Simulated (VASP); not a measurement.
Set up this calculation in VASP 6.6.1, as the native input.

```yaml
Task: work function
Functional: PBE
Potentials_or_basis: VASP PAW PBE potentials, release 64 (Si)
Cutoff: 520 eV
k_mesh: 4 × 7 × 1
Occupations: gaussian, width 0.03 eV
Spin: no spin polarisation
Dipole_correction: yes
Further_INCAR_settings: ALGO = Normal; EDIFF = 1e-07
```

The structure of Si lies in POSCAR:

```
Si                                      
1.0
    7.7337965900      0.0000000000      0.0000000000
    0.0000000000      3.8668983000      0.0000000000
    0.0000000000      0.0000000000     29.6387050000
  Si            
    24
Direct
     0.8532714711317618    0.0000000000797977    0.2680782893238737
     0.5713401847430117    0.0000000000320492    0.2429263992165109
     0.5228346160517034    0.5000000000344490    0.2894029882791874
     0.9943993619224278    0.5000000000373098    0.2928413832258166
     0.2629453938710850    0.5000000000243927    0.3334917828037068
     0.7470274202603642    0.5000000000518016    0.3434837903343405
     0.7565846535189024    0.0000000000215269    0.3885103603976626
     0.2595306733663543    0.0000000000172477    0.3809547274101530
     0.5012230382713301    0.0000000000223385    0.4317766480330277
     0.0153051984144982    0.0000000000089913    0.4298751007711316
     0.0130857981755629    0.5000000000057500    0.4756249548383089
     0.5030456654466263    0.5000000000088616    0.4782662310054314
     0.7630151528919104    0.4999999999883362    0.5218132639681269
     0.2529156903224742    0.4999999999824724    0.5243406150866822
     0.2514269499926915    0.9999999999805159    0.5701517758186417
     0.7654974843167727    0.9999999999795354    0.5682379633455873
     0.0059442171259920    0.9999999999698691    0.6190436159013691
     0.5105875573653667    0.9999999999791115    0.6115267267013161
     0.5009543399724813    0.4999999999536889    0.6565426986406242
     0.0102019137308851    0.4999999999739493    0.6664597997295729
     0.2728796955862278    0.4999999999494903    0.7096649328434392
     0.7446595775993103    0.4999999999767112    0.7082330339363038
     0.6023327316500772    0.9999999999651005    0.7323978247646679
     0.3189912142721832    0.9999999999567016    0.7563550936245178
```

The cell was built by a generator and needn't be a form met in nature.

The input as run:

INCAR

```
SYSTEM = Si
PREC = Accurate
ENCUT = 520
EDIFF = 1E-7
ISMEAR = 0
SIGMA = 0.03
LREAL = .FALSE.
LASPH = .TRUE.
NELM = 80
ALGO = Normal
ISIF = 2
LWAVE = .FALSE.
LCHARG = .TRUE.
LDIPOL = .TRUE.
IDIPOL = 3
DIPOL = 0.5 0.5 0.500
GGA = PE
LVHAR = .TRUE.
LVACPOTAV = .TRUE.
KPAR = 8
```

KPOINTS

```
regular mesh
0
G
  4 7 1
  0 0 0
```

Potentials or basis: VASP PAW PBE potentials, release 64 (Si).

The run is started by

```console
$ cat potpaw_PBE.64/Si/POTCAR > POTCAR
$ mpirun -np 8 vasp_std > vasp.out
```

Results of the run:

The largest force is 0.010 eV/Å and the band gap on the k mesh is 0.35 eV, indirect (least direct gap 0.58 eV). The ionisation potential of the upper face is 5.01 eV.

Run time: 2.7 min on 8 MPI ranks on AMD EPYC 9R45 96-Core Processor (Zen 5) (shared host), peak memory 1 GiB a rank.
